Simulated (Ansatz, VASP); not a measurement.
# One calculation of SiC (Moissanite 3C), two programs

The input INCAR:

```
SYSTEM = SiC
PREC = Accurate ; ENCUT = 600
EDIFF = 1E-6 ; ISMEAR = -1
SIGMA = 0.05 ; LREAL = .FALSE.
LASPH = .TRUE. ; NELM = 60
ALGO = Normal ; ISIF = 3
LWAVE = .FALSE. ; LCHARG = .FALSE.
GGA = PE ; IBRION = 2
NSW = 60 ; EDIFFG = -0.01
```

File KPOINTS:

```
regular mesh
0
G
  10 10 10
  0 0 0
```

The input POSCAR:

```
SiC
1.0
    0.0000000000      2.1790000000      2.1790000000
    2.1790000000      0.0000000000      2.1790000000
    2.1790000000      2.1790000000      0.0000000000
Si C
1 1
Direct
    0.0000000000      0.0000000000      0.0000000000
    0.7500000000      0.7500000000      0.7500000000
```

File input.yaml:

```yaml
crystal:
  lattice:
    - [0.0, 2.179, 2.179]
    - [2.179, 0.0, 2.179]
    - [2.179, 2.179, 0.0]
  atoms:
    - { symbol: Si, position: [0.0, 0.0, 0.0] }
    - { symbol: C, position: [0.75, 0.75, 0.75] }
hamiltonian:
  xc: pbe
  pseudopotentials: { kind: paw }
kpoints:
  mp_grid: { grid: [10, 10, 10] }
scf:
  occupations: { method: fermi_dirac, width: 0.05 }
output:
  forces: true
  stress: true
  eigenvalues: true
  write_density: true
  write_potential: true
  elf: true
  volumetric_format: npy
relax:
  f_tol: 0.01
  max_steps: 40
  cell: { stress_tol: 0.05 }
```

Alike in both runs: task relaxation of cell and atoms; functional PBE; k mesh 10 × 10 × 10; occupations fermi-dirac, width 0.05 eV; no spin polarisation.

|  | VASP | Ansatz |
| --- | --- | --- |
| version | VASP 6.6.1 | Ansatz 0.2.0 |
| potentials or method | VASP PAW PBE potentials, release 64 (Si, C) | Ansatz PAW |
| plane-wave cutoff (eV) | 600 | 420 |
| valence electrons in the cell | 8 | 8 |

|  | VASP | Ansatz | Ansatz less VASP |
| --- | --- | --- | --- |
| gap on the k mesh at the Fermi level, each at its own relaxed structure (eV) | 1.37 | 1.37 | +0.002 |
| relaxed volume (Å³/atom) | 10.49 | 10.50 | +0.009 |
| relaxed cell length with the largest relative difference (Å) | 3.096 | 3.097 | +0.0009 |
| energy change over the relaxation (meV/atom) | -1 | -2 | -0.2 |

Caveats: the plane-wave basis is chosen anew once the cell has moved, so the energies of steps on either side of that aren't comparable (Ansatz). A k mesh can miss the band edges. Expect the measured gap to be larger: semilocal functionals such as PBE lack the derivative discontinuity. PBE usually gives volumes a little too large and moduli too small.
